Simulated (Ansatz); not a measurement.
BP built on the zincblende prototype: a single-point calculation in the PAW code Ansatz (r2SCAN). The cell was relaxed with r2SCAN and then strained (epitaxial +3.0 % in the xy plane, free normal strain -1.22 %), with the atoms relaxed again with r2SCAN; k points keep the names of the unstrained zone.

Input (YAML):
```yaml
crystal:
  lattice:
    - [0.0, 2.336365139, 2.2405387671]
    - [2.336365139, 0.0, 2.2405387671]
    - [2.336365139, 2.336365139, 0.0]
  atoms:
    - { symbol: B, position: [0.0, 0.0, 0.0] }
    - { symbol: P, position: [0.25, 0.25, 0.25] }
kpoints:
  mp_grid: { grid: [10, 10, 10] }
  band_path:
    path:
      - [0.0, 0.0, 0.0]
      - [-0.5, -0.5, 0.0]
      - [-0.375, -0.375, 0.25]
      - [-0.375, 0.0, 0.375]
      - [0.0, 0.0, 0.5]
      - [-0.5, -0.25, 0.25]
      - [0.40625, 0.40625, 0.0]
    npoints: 1
hamiltonian:
  xc: r2scan
scf:
  occupations: { method: fixed }
  n_extra_bands: 4
output:
  forces: true
  stress: true
  eigenvalues: true
  write_density: true
  write_potential: true
  elf: true
  volumetric_format: npy
```

Run as `ansatz run input.yaml --threads 2 --pin off --max-ram 29491MiB --backend cpu --events-out ev --progress --plain --runs-dir out`. Wall time 2.9 s on 2 threads of AMD EPYC 7R13 Processor (Zen 3), with other jobs on the host, load about 1.4 per core; peak host memory 0.51 GiB.

Abridged output:
```
scf.n_extra_bands = 4 over 4 filled bands (N_el = 8.0): the run solves 8 bands
Pseudopotential: B, paw, valence charge 3, recommended cutoff 500 eV (meta_gga)
Pseudopotential: P, paw, valence charge 5, recommended cutoff 500 eV (meta_gga)
Functional definition: r2SCAN
Crystal: 2 atoms, lattice volume = 24.460 Å³
Basis set: ecut = 500 eV, 621 PW (Γ)
Symmetry: 8 space group operations
Space group: I-4m2 (ITA 119)
k-points: 102 of 1000 (time reversal used)
preconditioner: auto → none  [insulator: Δε(μ)=0.793 eV  ℏωp=21.2 eV]
SCF 1 converged in 6 iterations: F = -916.637073 eV  dr2 = 3.57e-9
SCF converged after 6 iterations
Free energy (F): -916.637073 eV
Fermi energy:    8.888429 eV
--- Stress (GPa, compression-positive) ---
      -10.911921       0.000000       0.000000
        0.000000     -10.911921       0.000000
        0.000000       0.000000      -0.003538
  P = ⅓ Tr σ = -7.2758 GPa (-72.758 kbar)
```

The file bands.tsv (bands near the Fermi energy, numbered from 0, rounded):
```tsv
# k_distance	band_0	band_1	band_2	band_3	band_4	band_5	band_6	band_7
# fermi_ev = 8.888429
# [0, 0, 0] at k_distance = 0.000000
# [-0.5, -0.5, 0] at k_distance = 1.402159
# [-0.375, -0.375, 0.25] at k_distance = 1.877565
# [-0.375, 0, 0.375] at k_distance = 2.706965
# [0, 0, 0.5] at k_distance = 3.536365
# [-0.5, -0.25, 0.25] at k_distance = 4.507721
# [0.40625, 0.40625, 0] at k_distance = 7.136562
# levels_relative_to = fermi_ev
0.000	-16.130	-0.406	-0.406	0.000	3.100	3.362	3.362	6.956
1.402	-10.952	-8.918	-4.738	-4.738	1.001	1.276	12.227	12.227
1.878	-11.147	-8.573	-6.443	-4.129	1.783	5.509	9.756	10.658
2.707	-11.307	-8.850	-6.490	-3.685	2.339	6.309	9.563	10.639
3.536	-12.810	-9.451	-2.345	-1.819	3.384	4.490	5.053	10.466
4.508	-10.929	-8.673	-5.924	-5.700	5.242	6.365	7.094	7.165
7.137	-12.147	-7.501	-4.525	-4.525	0.835	2.050	11.180	11.180
```
In order the rows are Γ, X, U, K, L, W, Γ–X (0.81).

Planar averages along the third cell vector, from rho_z.tsv and v_z.tsv (valence density with its augmentation; electrostatic potential energy of an electron, of which only differences have a meaning):

| z (Å) | ρ (e/Å³) | v_es (eV) |
| --- | --- | --- |
| 0.00 | 0.432 | -2.21 |
| 0.26 | 0.501 | -5.14 |
| 0.40 | 0.508 | -5.87 |
| 0.66 | 0.464 | -5.72 |
| 0.79 | 0.424 | -5.12 |
| 1.06 | 0.347 | -3.16 |
| 1.32 | 0.297 | 0.43 |
| 1.45 | 0.278 | 2.69 |
| 1.72 | 0.239 | 6.92 |
| 1.85 | 0.219 | 8.39 |
| 2.11 | 0.195 | 9.74 |
| 2.38 | 0.201 | 9.49 |
| 2.51 | 0.215 | 8.66 |
| 2.78 | 0.266 | 5.50 |
| 2.91 | 0.300 | 3.52 |
| 3.17 | 0.385 | -0.36 |

With r2SCAN the valence top lies at Γ and the conduction bottom at Γ–X (0.81 of the way from Γ), 0.83 eV higher; the smallest vertical gap, at Γ, is 3.10 eV. The gap is the least over the mesh and the extra points. The mean pressure at these positions is -7.28 GPa, compression counted positive.

No spin polarisation and no zero-point or thermal motion.
